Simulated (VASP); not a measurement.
## PbO2 under changes of volume

One of the cells (12.633 Å³/atom); the others are scaled copies at fixed shape and fractional positions:

```xyz
3
Lattice="0.0000 2.6661 2.6661 2.6661 0.0000 2.6661 2.6661 2.6661 0.0000" Properties=species:S:1:pos:R:3 pbc="T T T"
Pb    0.0000    0.0000    0.0000
O     3.9991    3.9991    3.9991
O     1.3330    1.3330    1.3330
```

The cell comes from a database or a generator and needn't be the stable form of this composition.

| Item | Value |
| --- | --- |
| Program | VASP 6.6.1 |
| Functional | PBEsol |
| Potentials or basis | VASP PAW PBE potentials, release 64 (Pb_d, O) |
| Cutoff | 520 eV |
| k mesh | 8 × 8 × 8 |
| Occupations | fermi-dirac, width 0.05 eV |
| Spin | no spin polarisation |

| volume (Å³/atom) | energy over the lowest point (meV/atom) | pressure (GPa) |
| --- | --- | --- |
| 12.128 | 11.01 | 6.9 |
| 12.381 | 2.84 | 3.3 |
| 12.633 | 0.00 | 0.1 |
| 12.886 | ? | ? |
| 13.139 | 7.76 | -5.3 |

Problem. What does the run at 12.886 Å³/atom give?

Solution. Energy over the lowest point 1.75 meV/atom; pressure -2.7 GPa.

Worked out: A Birch-Murnaghan fit of order 2 (a polynomial in V^(-2/3)) to the other rows has its minimum at 12.66 Å³/atom with B0 = V·E''(V) = 147 GPa. It gives 1.74 meV/atom at 12.886 Å³/atom, against the run's 1.75, and -dE/dV = -2.5 GPa, against -2.7.

Energies are extrapolated to zero smearing.

Caveats: the PAW data sets were made with another functional, which shifts forces and pressure a little.
